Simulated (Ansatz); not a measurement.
# KCl: the band gap up the ladder of functionals

The task here is to estimate one member of a computed series from the others.

Program: Ansatz 0.2.0. PAW datasets, plane waves. (Simulation; spin polarisation is off.)

## Starting point

The cell was relaxed beforehand with r2SCAN.

Space group Fm-3m (No. 225), cubic; conventional cell a = 6.290 Å, 31.10 Å³ an atom. Near K stand 6 Cl at 3.14 Å; near Cl stand 6 K at 3.14 Å.

Structure file:

```
CELL_PARAMETERS angstrom
0.00000 3.14488 3.14488
3.14488 0.00000 3.14488
3.14488 3.14488 0.00000
ATOMIC_POSITIONS crystal
K 0.00000 0.00000 0.00000
Cl 0.50000 0.50000 0.50000
```

The first run:

Contents of input.yaml:

```yaml
crystal:
  lattice:
    - [0.0, 3.1448753854, 3.1448753854]
    - [3.1448753854, 0.0, 3.1448753854]
    - [3.1448753854, 3.1448753854, 0.0]
  atoms:
    - { symbol: K, position: [0.0, 0.0, 0.0] }
    - { symbol: Cl, position: [0.5, 0.5, 0.5] }
kpoints:
  mp_grid: { grid: [8, 8, 8] }
  band_path:
    path:
      - [[0.0, 0.0, 0.0], [0.5, 0.0, 0.5], [0.625, 0.25, 0.625]]
      - [[0.375, 0.375, 0.75], [0.0, 0.0, 0.0], [0.5, 0.5, 0.5], [0.5, 0.25, 0.75], [0.5, 0.0, 0.5]]
    npoints: 10
hamiltonian:
  xc: pbe
scf:
  occupations: { method: fermi_dirac, width: 0.02 }
  n_extra_bands: 4
output:
  forces: true
  stress: true
  eigenvalues: true
```

Started as:

```sh
$ ansatz run input.yaml --threads 2 --pin off --max-ram 20275MiB --backend cpu --events-out ev --progress --plain --runs-dir out
```

Steps of the session up to this table: PBE band path; Single point with r2SCAN; Single point with HSE06; PBE0 at the same geometry; LDA at the same geometry; Quasiparticle levels, G0W0@PBE; G0W0 on PBE; DDH-PBE0; r2SCANh; Single point with LC-ωPBE.

One of the session's tables, all rows but one given; the rest of the session is left out.

| level | gap (eV) |
| --- | --- |
| PBE | 5.19 |
| r2SCAN | 5.83 |
| HSE06 | ? |
| PBE0 | 7.24 |
| LDA | 4.75 |
| G0W0@PBE (185 empty bands) | 7.88 |
| G0W0@PBE (460 empty bands) | 8.03 |
| DDH-PBE0 | 8.75 |
| r2SCANh | 6.52 |
| LC-ωPBE | 11.92 |

**Question.** Estimate the row for HSE06.

As computed: gap (eV): 6.50. In the column «gap (eV)» it lies between r2SCAN (5.83) and r2SCANh (6.52).

Meshes: PBE 8×8×8, r2SCAN 8×8×8, HSE06 6×6×6, PBE0 6×6×6, LDA 8×8×8, DDH-PBE0 6×6×6, r2SCANh 6×6×6, LC-ωPBE 6×6×6.

Caveats from the session: G0W0 here is at a finite number of bands, screening cutoff and k mesh, not at the basis limit. Warnings in the runs' records: stress scf threshold loose, stress exchange threshold loose.
